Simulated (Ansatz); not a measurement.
Crystal: PbO2.

```
Pb O
1.0
     0.00000    2.70199    2.70199
     2.70199    0.00000    2.70199
     2.70199    2.70199    0.00000
Pb O
1 2
Direct
  0.00000 0.00000 0.00000
  0.75000 0.75000 0.75000
  0.25000 0.25000 0.25000
```

The cell comes from a database or a generator and needn't be the stable form of this composition.

Base run:

* Program: Ansatz 0.2.0
* Functional: r2SCAN
* Potentials or basis: Ansatz PAW
* Cutoff: 500 eV (not typed: the program's choice for these potentials)
* k mesh: 9 × 9 × 9
* Occupations: fermi-dirac, width 0.05 eV
* Spin: no spin polarisation

Its results: band gap on the k mesh none (metal or under the smearing width); pressure -6.7 GPa.

The run is repeated on the same cell with these changes: k mesh from 9 × 9 × 9 to 7 × 7 × 7; spin from no spin polarisation to spin-orbit coupling, no magnetisation; potential files from those of the base run to others of the same set. What comes out?

Band gap on the k mesh none (metal or under the smearing width); pressure -7.4 GPa.

Several settings changed at once, so the effect can't be laid on one alone.

Caveats: the PAW data sets come from PBE, with cores solved anew for the run's functional, which leaves a small shift of forces and pressure; spin-orbit coupling is left out, which moves the levels of the heavy elements (some runs).
